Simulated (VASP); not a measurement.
# La2O3 (P-62m) in VASP: reference runs

Aim: a first look at La2O3 with PBE, on the cell as given and on a disturbed one.

Program: VASP 6.6.1. These are calculated values, not measurements. Logs are shortened: lines on timing, memory, paths and dates and some standing lists are left out, and cuts for length are marked.

**1. The crystal as given**

It takes space group P-62m (No. 189, hexagonal). The conventional cell has a = 6.267 Å, b = 6.267 Å, c = 3.300 Å, α = 90.00°, β = 90.00°, γ = 120.00°. La (site symmetry -6) is surrounded by 6 O at 2.45 Å. O (site symmetry m2m) has 4 La at 2.45 Å as nearest neighbours.

The cell comes from a database or a generator and needn't be the stable form of this composition.

**2. Single point, PBE**

Contents of INCAR:

```
  PREC = Accurate
  ENCUT = 520
  EDIFF = 1E-7
  ISMEAR = -1
  SIGMA = 0.05
  LREAL = False
  LASPH = True
  NELM = 80
  ALGO = Normal
  ISIF = 2
  LWAVE = False
  LCHARG = False
  GGA = PE
  NBANDS = 28
```

Contents of KPOINTS:

```
Automatic mesh
0
Gamma
  5 5 8
```

Contents of POSCAR:

```
La2O3
1.0
    6.2667802772      0.0000000000      0.0000000000
   -3.1333901386      5.4271909200      0.0000000000
    0.0000000000      0.0000000000      3.2997660000
La O
2 3
Direct
    0.6666666667      0.3333333333      0.5000000000
    0.3333333333      0.6666666667      0.5000000000
    0.5080139900      0.0000000000      0.0000000000
    0.0000000000      0.5080139900      0.0000000000
    0.4919860100      0.4919860100      0.0000000000
```

Potentials or basis: VASP PAW PBE potentials, release 64 (La, O).

The run is started by

```sh
$ cat potpaw_PBE.64/La/POTCAR potpaw_PBE.64/O/POTCAR > POTCAR
$ mpirun -np 1 vasp_std > vasp.out
```

OUTCAR:

```text
PREC = Accurate
   ENCUT = 520
   EDIFF = 1E-7
   ISMEAR = -1
   LREAL = False
   LASPH = True
   NELM = 80
   ISIF = 2
   GGA = PE

 ion  position               nearest neighbor table
   1  0.667  0.333  0.500-   3 2.45   3 2.45   4 2.45   4 2.45   5 2.45   5 2.45   2 3.62   2 3.62
                             2 3.62
   2  0.333  0.667  0.500-   4 2.45   4 2.45   3 2.45   3 2.45   5 2.45   5 2.45   1 3.62   1 3.62
                             1 3.62
   3  0.508  0.000  0.000-   1 2.45   1 2.45   2 2.45   2 2.45
   4  0.000  0.508  0.000-   2 2.45   2 2.45   1 2.45   1 2.45
   5  0.492  0.492  0.000-   1 2.45   1 2.45   2 2.45   2 2.45

  LATTYP: Found a hexagonal cell.
 ALAT       =     6.2667802772
 C/A-ratio  =     0.5265488583

  Lattice vectors:

 A1 = (   6.2667802772,   0.0000000000,   0.0000000000)
 A2 = (  -3.1333901386,   5.4271909200,   0.0000000000)
 A3 = (   0.0000000000,   0.0000000000,   3.2997660000)

Analysis of symmetry for initial positions (statically):
=====================================================================
 Subroutine PRICEL returns:
 Original cell was already a primitive cell.

 Routine SETGRP: Setting up the symmetry group for a
 hexagonal supercell.

 Subroutine GETGRP returns: Found 12 space group operations
 (whereof 12 operations were pure point group operations)
 out of a pool of 24 trial point group operations.

The static configuration has the point symmetry D_3h.

Analysis of symmetry for dynamics (positions and initial velocities):
=====================================================================
 Subroutine PRICEL returns:
 Original cell was already a primitive cell.

 Routine SETGRP: Setting up the symmetry group for a
 hexagonal supercell.

 Subroutine GETGRP returns: Found 12 space group operations
 (whereof 12 operations were pure point group operations)
 out of a pool of 24 trial point group operations.

The dynamic configuration has the point symmetry D_3h.

 Subroutine INISYM returns: Found 12 space group operations
 (whereof 12 operations are pure point group operations),
 and found     1 'primitive' translations

----------------------------------------------------------------------------------------

                                     Primitive cell

[... 93 lines left out ...]
   ENCUT  =  520.0 eV  38.22 Ry    6.18 a.u.  11.65 11.65  6.14*2*pi/ulx,y,z
   NELM   =     80;   NELMIN=  2; NELMDL= -5     # of ELM steps
   EDIFF  = 0.1E-06   stopping-criterion for ELM
   LREAL  =      F    real-space projection
   EDIFFG = 0.1E-05   stopping-criterion for IOM
   NSW    =      0    number of steps for IOM
   IBRION =     -1    ionic relax: 0-MD 1-quasi-New 2-CG
   NFREE  =      0    steps in history (QN), initial steepest desc. (CG)
   ISIF   =      2    stress and relaxation
   ISYM   =      2    0-nonsym 1-usesym 2-fastsym
   POTIM  = 0.5000    time-step for ionic-motion
   TEBEG  =    0.0;   TEEND  =   0.0 temperature during run
   PSTRESS=    0.0 pullay stress
   NELECT =      40.0000    total number of electrons
   NUPDOWN=      -1.0000    fix difference up-down
   EMIN   =  10.00;   EMAX   =-10.00  energy-range for DOS
   EFERMI =   0.00;   METHOD = LEGACY
   ISMEAR =    -1;   SIGMA  =   0.05  broadening in eV -4-tet -1-fermi 0-gaus
   EFERMI_NEDOS =   21; number of points for ismear=-14 and -15
   IALGO  =     38    algorithm
   IMIX   =      4    mixing-type and parameters
     AMIX     =   0.40;   BMIX     =  1.00
     AMIX_MAG =   1.60;   BMIX_MAG =  1.00
  volume/ion in A,a.u.               =      22.45       151.47
  Fermi-wavevector in a.u.,A,eV,Ry     =   1.160719  2.193442 18.330716  1.347270
  Thomas-Fermi vector in A             =   2.297299
   LORBIT       =      0    0 simple, 1 ext, 2 COOP (PROOUT), +10 PAW based schemes
   GGA     = PE    functional components
   LHFCALC =     F    Hartree Fock is set to
   AEXX    =    0.0000 exact exchange contribution
   IVDW    =     0    specifies the selected vdW correction
   LEPSILON=     F    determine dielectric tensor
   LRPA    =     F    only Hartree local field effects (RPA)
 non-spin polarized calculation
  energy-cutoff  :      520.00
  volume of cell :      112.23
 maximum number of plane-waves:      3048
 NGX is ok and might be reduce to    48
   NGX = 23   NGY = 23   NGZ = 13

 number of electron      39.9999994 magnetization

 Free energy of the ion-electron system (eV)
  ---------------------------------------------------
  ext. energy  EPLUGINS =         0.00000000
  ---------------------------------------------------
  free energy    TOTEN  =       -40.74475419 eV

  energy without entropy =      -40.74475419  energy(sigma->0) =      -40.74475419

 E-fermi :   4.1807     XC(G=0):  -8.3383

 val. band max:        3.4069743497   @ k =   0.0000   0.0000   0.5000
 cond. band min:       4.9514172791   @ k =   0.0000   0.0000   0.0000
 fundamental gap:      1.5444429294
 Fermi energy:         4.1806588203

 k-point     1 :       0.0000    0.0000    0.0000
  band No.  band energies     occupation
      1     -27.1365      2.00000
      2     -26.9115      2.00000
      3     -14.0927      2.00000
      4     -14.0927      2.00000
      5     -12.4568      2.00000
      6     -10.6685      2.00000
[... 733 lines left out ...]
     27       8.0699      0.00000
     28       8.1977      0.00000

 [... further k-points ...]

------------------------ aborting loop because EDIFF is reached ----------------------------------------

  FORCE on cell =-STRESS in cart. coord.  units (eV):
  Direction    XX          YY          ZZ          XY          YZ          ZX
  --------------------------------------------------------------------------------------
  -------------------------------------------------------------------------------------
  Total        1.8650090      1.8650090      0.2153081      0.0000000      0.0000000     -0.0000000
  in kB       26.6249505     26.6249505      3.0737481      0.0000000      0.0000000     -0.0000000
  external PRESSURE =      18.7745497 kB  Pullay stress =       0.0000000 kB

 VOLUME and BASIS-vectors are now :
 -----------------------------------------------------------------------------
  energy-cutoff  :      520.00
  volume of cell :      112.23
      direct lattice vectors                 reciprocal lattice vectors
     6.266780277  0.000000000  0.000000000     0.159571575  0.092128692  0.000000000
    -3.133390139  5.427190920  0.000000000     0.000000000  0.184257384  0.000000000
     0.000000000  0.000000000  3.299766000     0.000000000  0.000000000  0.303051792

 POSITION                                       TOTAL-FORCE (eV/Angst)
 -----------------------------------------------------------------------------------
      3.13339      1.80906      1.64988         0.000000     -0.000000      0.000000
     -0.00000      3.61813      1.64988         0.000000      0.000000      0.000000
      3.18361      0.00000      0.00000        -0.047458     -0.000000      0.000000
     -1.59181      2.75709      0.00000         0.023729     -0.041100      0.000000
      1.54158      2.67010      0.00000         0.023729      0.041100     -0.000000
 -----------------------------------------------------------------------------------
    total drift:                               -0.000000     -0.000000     -0.000000

  FREE ENERGIE OF THE ION-ELECTRON SYSTEM (eV)
  ---------------------------------------------------
  free  energy   TOTEN  =       -40.7447541942 eV

  energy  without entropy=      -40.7447541908  energy(sigma->0) =      -40.74475419
```

stdout:

```text
POSCAR found type information on POSCAR LaO
 POSCAR found :  2 types and       5 ions
 scaLAPACK will be used
 LDA part: xc-table for (Slater+PW92), standard interpolation
 POSCAR, INCAR and KPOINTS ok, starting setup
 FFT: planning ... GRIDC
 FFT: planning ... GRID_SOFT
 FFT: planning ... GRID
 WAVECAR not read
 entering main loop
```

Run time: 2 min. Hardware: 1 thread of Intel Xeon Platinum 8559C (Emerald Rapids), shared host; peak memory 0.28 GiB.

What came out:

* Free energy: -40.7448 eV
* Pressure: 1.9 GPa
* Largest force: 0.047 eV/Å
* Band gap on the k mesh: 1.54 eV, indirect (least direct gap 2.05 eV)

Forces in eV/Å, atoms in the order of the input:
```
La   0.000  0.000  0.000
La   0.000  0.000  0.000
O   -0.047  0.000  0.000
O    0.024 -0.041  0.000
O    0.024  0.041  0.000
```

Caveat: spin-orbit coupling is left out, which moves the levels of the heavy elements; an odd mesh through Γ misses points on the zone boundary, where band edges often lie. As with any semilocal functional, this PBE gap is likely too small.

**3. Single point, PBE (atoms moved at random, drawn with an rms of 0.05 Å)**

Contents of INCAR:

```
PREC = Accurate ; ENCUT = 520
EDIFF = 1E-7 ; ISMEAR = -1
SIGMA = 0.05 ; LREAL = F
LASPH = T ; NELM = 60
ALGO = Normal ; ISIF = 2
LWAVE = F ; LCHARG = F
GGA = PE ; NBANDS = 28
```

KPOINTS is that of step 2.

Contents of POSCAR:

```
La2O3
1.0
    6.2667802772      0.0000000000      0.0000000000
   -3.1333901386      5.4271909200      0.0000000000
    0.0000000000      0.0000000000      3.2997660000
La O
2 3
Direct
    0.6689660000      0.3289810000      0.4937610000
    0.3395110000      0.6683350000      0.4909740000
    0.5019020000      0.0035070000      0.0072330000
   -0.0049200000      0.5180640000     -0.0061760000
    0.4954710000      0.4882770000      0.0120300000
```

Potentials or basis: VASP PAW PBE potentials, release 64 (La, O).

The run is started by

```sh
$ cat potpaw_PBE.64/La/POTCAR potpaw_PBE.64/O/POTCAR > POTCAR
$ mpirun -np 1 vasp_std > vasp.out
```

OUTCAR:

```text
PREC = Accurate
   ENCUT = 520
   EDIFF = 1E-7
   ISMEAR = -1
   LREAL = F
   LASPH = T
   NELM = 60
   ISIF = 2
   GGA = PE

 ion  position               nearest neighbor table
   1  0.669  0.329  0.494-   3 2.39   5 2.41   4 2.42   4 2.43   3 2.45   5 2.49   2 3.59   2 3.63
                             2 3.64
   2  0.340  0.668  0.491-   5 2.41   3 2.42   4 2.49   3 2.49   4 2.50   5 2.51   1 3.59   1 3.63
                             1 3.64
   3  0.502  0.004  0.007-   1 2.39   2 2.42   1 2.45   2 2.49
   4  0.995  0.518  0.994-   1 2.42   1 2.43   2 2.49   2 2.50
   5  0.495  0.488  0.012-   1 2.41   2 2.41   1 2.49   2 2.51

  LATTYP: Found a hexagonal cell.
 ALAT       =     6.2667802772
 C/A-ratio  =     0.5265488583

  Lattice vectors:

 A1 = (   6.2667802772,   0.0000000000,   0.0000000000)
 A2 = (  -3.1333901386,   5.4271909200,   0.0000000000)
 A3 = (   0.0000000000,   0.0000000000,   3.2997660000)

Analysis of symmetry for initial positions (statically):
=====================================================================
 Subroutine PRICEL returns:
 Original cell was already a primitive cell.

 Routine SETGRP: Setting up the symmetry group for a
 hexagonal supercell.

 Subroutine GETGRP returns: Found  1 space group operations
 (whereof  1 operations were pure point group operations)
 out of a pool of 24 trial point group operations.

The static configuration has the point symmetry C_1 .

Analysis of symmetry for dynamics (positions and initial velocities):
=====================================================================
 Subroutine PRICEL returns:
 Original cell was already a primitive cell.

 Routine SETGRP: Setting up the symmetry group for a
 hexagonal supercell.

 Subroutine GETGRP returns: Found  1 space group operations
 (whereof  1 operations were pure point group operations)
[... 126 lines left out ...]
   IMIX   =      4    mixing-type and parameters
     AMIX     =   0.40;   BMIX     =  1.00
     AMIX_MAG =   1.60;   BMIX_MAG =  1.00
  volume/ion in A,a.u.               =      22.45       151.47
  Fermi-wavevector in a.u.,A,eV,Ry     =   1.160719  2.193442 18.330716  1.347270
  Thomas-Fermi vector in A             =   2.297299
   LORBIT       =      0    0 simple, 1 ext, 2 COOP (PROOUT), +10 PAW based schemes
   GGA     = PE    functional components
   LHFCALC =     F    Hartree Fock is set to
   AEXX    =    0.0000 exact exchange contribution
   IVDW    =     0    specifies the selected vdW correction
   LEPSILON=     F    determine dielectric tensor
   LRPA    =     F    only Hartree local field effects (RPA)
 non-spin polarized calculation
  energy-cutoff  :      520.00
  volume of cell :      112.23
 maximum number of plane-waves:      3048
   NGX = 23   NGY = 23   NGZ = 13

 number of electron      39.9999999 magnetization

 Free energy of the ion-electron system (eV)
  ---------------------------------------------------
  ext. energy  EPLUGINS =         0.00000000
  ---------------------------------------------------
  free energy    TOTEN  =       -40.67186762 eV

  energy without entropy =      -40.67186762  energy(sigma->0) =      -40.67186762

 E-fermi :   4.1876     XC(G=0):  -8.3399

 val. band max:        3.3967125605   @ k =   0.0000   0.0000   0.5000
 cond. band min:       4.9721865671   @ k =   0.0000   0.0000   0.0000
 fundamental gap:      1.5754740067
 Fermi energy:         4.1875687362

 k-point     1 :       0.0000    0.0000    0.0000
  band No.  band energies     occupation
      1     -27.2168      2.00000
      2     -26.8356      2.00000
      3     -14.1853      2.00000
      4     -14.0071      2.00000
      5     -12.4596      2.00000
      6     -10.7037      2.00000
[... 733 lines left out ...]
     27       8.1003      0.00000
     28       8.1329      0.00000

 [... further k-points ...]

------------------------ aborting loop because EDIFF is reached ----------------------------------------

  FORCE on cell =-STRESS in cart. coord.  units (eV):
  Direction    XX          YY          ZZ          XY          YZ          ZX
  --------------------------------------------------------------------------------------
  -------------------------------------------------------------------------------------
  Total        1.3632148      2.4104560      0.3631904     -0.0208128      0.0611500      0.0325282
  in kB       19.4613138     34.4117757      5.1849217     -0.2971246      0.8729794      0.4643745
  external PRESSURE =      19.6860037 kB  Pullay stress =       0.0000000 kB

 VOLUME and BASIS-vectors are now :
 -----------------------------------------------------------------------------
  energy-cutoff  :      520.00
  volume of cell :      112.23
      direct lattice vectors                 reciprocal lattice vectors
     6.266780277  0.000000000  0.000000000     0.159571575  0.092128692  0.000000000
    -3.133390139  5.427190920  0.000000000     0.000000000  0.184257384  0.000000000
     0.000000000  0.000000000  3.299766000     0.000000000  0.000000000  0.303051792

 POSITION                                       TOTAL-FORCE (eV/Angst)
 -----------------------------------------------------------------------------------
      3.16144      1.78544      1.62930        -0.198539      0.494621      0.144241
      0.03349      3.62718      1.62010        -0.363412     -0.207936      0.102226
      3.13432      0.01903      0.02387         0.322988     -0.472440     -0.128538
      4.61265      2.81163      3.27939         0.698702     -0.128220      0.029311
      1.57505      2.64997      0.03970        -0.459739      0.313976     -0.147240
 -----------------------------------------------------------------------------------
    total drift:                               -0.000341      0.000179      0.000261

  FREE ENERGIE OF THE ION-ELECTRON SYSTEM (eV)
  ---------------------------------------------------
  free  energy   TOTEN  =       -40.6718676187 eV

  energy  without entropy=      -40.6718676160  energy(sigma->0) =      -40.67186762
```

stdout:

```text
POSCAR found type information on POSCAR LaO
 POSCAR found :  2 types and       5 ions
 scaLAPACK will be used
 LDA part: xc-table for (Slater+PW92), standard interpolation
 POSCAR, INCAR and KPOINTS ok, starting setup
 FFT: planning ... GRIDC
 FFT: planning ... GRID_SOFT
 FFT: planning ... GRID
 WAVECAR not read
 entering main loop
```

Run time: 5 min. Hardware: 1 thread of Intel Xeon Platinum 8559C (Emerald Rapids), shared host; peak memory 0.45 GiB.

What came out:

- Free energy: -40.6719 eV
- Pressure: 2.0 GPa
- Largest force: 0.711 eV/Å
- Band gap on the k mesh: 1.58 eV, indirect (least direct gap 2.09 eV)

Forces on the atoms (eV/Å):
```
La  -0.199  0.495  0.144
La  -0.363 -0.208  0.102
O    0.323 -0.472 -0.129
O    0.699 -0.128  0.029
O   -0.460  0.314 -0.147
```

Caveat: spin-orbit coupling is left out, which moves the levels of the heavy elements; an odd mesh through Γ misses points on the zone boundary, where band edges often lie.
